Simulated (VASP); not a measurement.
# Settings for Si: band structure

Si, P6_3/mmc (no. 194), 4 atoms in the cell. MS2; PAW potentials Si (PBE set). VASP 6.6.1.

Wanted: band energies at the path's corners within 0.02 eV; smallest gap over path and mesh within 0.01 eV.

What the run is for: bands; Accuracy asked: standard; Route: KPOINTS_OPT.

Band energies at the path's corners: counted from the valence top.

POSCAR:
```
Si
1.0
    3.8313174605      0.0000000000      0.0000000000
   -1.9156587303      3.3180182508      0.0000000000
    0.0000000000      0.0000000000      6.3326220002
Si
4
Direct
    0.6666666667      0.3333333333      0.9369905000
    0.3333333333      0.6666666667      0.4369905000
    0.6666666667      0.3333333333      0.5630095000
    0.3333333333      0.6666666667      0.0630095000
```

The series start from Plane-wave cutoff (eV): 280; k-point mesh: 5 × 5 × 3; k points a path segment: 12; Electronic threshold (eV): 1e-6; Precision mode (PREC): Accurate; Bands in all (NBANDS): 22; Aspherical gradient terms in the spheres (LASPH): yes. Each series keeps the choices made before it, and each single choice may use up half of a tolerance.

## Plane-wave cutoff (eV)

| Plane-wave cutoff (eV) | Band energies at the path's corners, largest deviation (eV) | Smallest gap over path and mesh (eV) | Time (s) |
|---|---|---|---|
| 200 | 0.070 | 0.896 | 42 |
| 240 | 0.031 | 0.887 | 47 |
| 280 | 0.016 | 0.878 | 49 |
| 320 | 0.008 | 0.880 | 56 |
| 390 | 0.001 | 0.878 | 139 |
| 490 (reference) | 0.000 | 0.878 | 120 |

Chosen: 320, the loosest value from which every tighter one stays within half of the tolerance.

## k-point mesh

| k-point mesh | Band energies at the path's corners, largest deviation (eV) | Smallest gap over path and mesh (eV) | Time (s) |
|---|---|---|---|
| 2 × 2 × 1 | 0.115 | 0.822 | 50 |
| 3 × 3 × 2 | 0.026 | 0.866 | 51 |
| 4 × 4 × 2 | 0.011 | 0.877 | 56 |
| 4 × 4 × 3 | 0.011 | 0.875 | 58 |
| 5 × 5 × 3 | 0.005 | 0.880 | 56 |
| 7 × 7 × 4 | 0.000 | 0.883 | 70 |
| 8 × 8 × 5 (reference) | 0.000 | 0.883 | 95 |

Chosen: 5 × 5 × 3.

## Electronic threshold (eV)

| Electronic threshold (eV) | Band energies at the path's corners, largest deviation (eV) | Smallest gap over path and mesh (eV) | Time (s) |
|---|---|---|---|
| 0.001 | 0.002 | 0.878 | 26 |
| 0.0001 | 0.001 | 0.879 | 28 |
| 1e-5 | 0.001 | 0.879 | 31 |
| 1e-6 | 0.000 | 0.880 | 36 |
| 1e-7 (reference) | 0.000 | 0.880 | 42 |

Chosen: 0.001.

## Precision mode (PREC)

| Precision mode (PREC) | Band energies at the path's corners, largest deviation (eV) | Smallest gap over path and mesh (eV) | Time (s) |
|---|---|---|---|
| SingleN | 0.024 | 0.884 | 18 |
| Normal | 0.003 | 0.878 | 19 |
| Accurate (reference) | 0.000 | 0.878 | 26 |

Chosen: Normal.

## Bands in all (NBANDS)

| Bands in all (NBANDS) | Band energies at the path's corners, largest deviation (eV) | Smallest gap over path and mesh (eV) | Time (s) |
|---|---|---|---|
| 10 | 0.128 | 0.877 | 12 |
| 11 | 0.002 | 0.876 | 12 |
| 12 | 0.004 | 0.876 | 13 |
| 14 | 0.001 | 0.877 | 15 |
| 22 | 0.001 | 0.878 | 19 |
| 32 (reference) | 0.000 | 0.878 | 27 |

Chosen: 11.

## Aspherical gradient terms in the spheres (LASPH)

| Aspherical gradient terms in the spheres (LASPH) | Band energies at the path's corners, largest deviation (eV) | Smallest gap over path and mesh (eV) | Time (s) |
|---|---|---|---|
| yes | 0.000 | 0.876 | 12 |
| no | 0.000 | 0.876 | 10 |

Chosen: yes; no other choice that stays within half of the tolerance saves 30 % of the time.

Also changed on the way, by series that aren't shown: k points a path segment: 5.

## All choices together

| Input | Band energies at the path's corners, largest deviation (eV) | Smallest gap over path and mesh (eV) | Time (s) |
|---|---|---|---|
| the program's defaults (naive) | 0.025 | 0.882 | 14 |
| chosen settings | 0.006 | 0.876 | 12 |
| reference settings throughout | 0.000 | 0.882 | 563 |

The tolerance is met.

## The input

INCAR:
```
ALGO     = Normal         # electronic algorithm
EDIFF    = 0.001          # SCF threshold, eV
EFERMI   = MIDGAP       
ENCUT    = 320            # plane-wave cutoff, eV
GGA_COMPAT= F            
ISMEAR   = 0              # smearing method
LASPH    = T              # aspherical terms in the spheres
LCHARG   = F              # write CHGCAR
LMIXTAU  = T            
LREAL    = F              # projectors in reciprocal space
LWAVE    = F              # write WAVECAR
METAGGA  = MS2            # meta-GGA
NBANDS   = 11             # bands
NELM     = 120            # most SCF steps
PREC     = Normal         # precision mode
SIGMA    = 0.03           # smearing width, eV
```

KPOINTS:
```
Automatic mesh
0
Gamma
  5 5 3
  0 0 0
```

KPOINTS_OPT:
```
path GMKGALHA,LM,KH
5
line-mode
reciprocal
 0.0000000000  0.0000000000  0.0000000000  G
 0.5000000000  0.0000000000  0.0000000000  M

 0.5000000000  0.0000000000  0.0000000000  M
 0.3333333333  0.3333333333  0.0000000000  K

 0.3333333333  0.3333333333  0.0000000000  K
 0.0000000000  0.0000000000  0.0000000000  G

 0.0000000000  0.0000000000  0.0000000000  G
 0.0000000000  0.0000000000  0.5000000000  A

 0.0000000000  0.0000000000  0.5000000000  A
 0.5000000000  0.0000000000  0.5000000000  L

 0.5000000000  0.0000000000  0.5000000000  L
 0.3333333333  0.3333333333  0.5000000000  H

 0.3333333333  0.3333333333  0.5000000000  H
 0.0000000000  0.0000000000  0.5000000000  A

 0.5000000000  0.0000000000  0.5000000000  L
 0.5000000000  0.0000000000  0.0000000000  M

 0.3333333333  0.3333333333  0.0000000000  K
 0.3333333333  0.3333333333  0.5000000000  H
```

Commands:
```
cat potpaw_PBE.64/Si/POTCAR > POTCAR
mpirun -np 1 vasp_std > vasp.out
```

Limits: MS2 gaps are mostly well below measured ones.

The chosen input took VASP 6.6.1 12 s on 1 core (Intel Xeon 6975P-C (Granite Rapids)), a shared host.

## An input that fails: fixed density asked without a density file

VASP's message: ERROR: charge density could not be read from file CHGCAR for ICHARG>10.

Changes against the starting input:
```
- NELM = 120
+ NELM = 50
+ ICHARG = 11
```
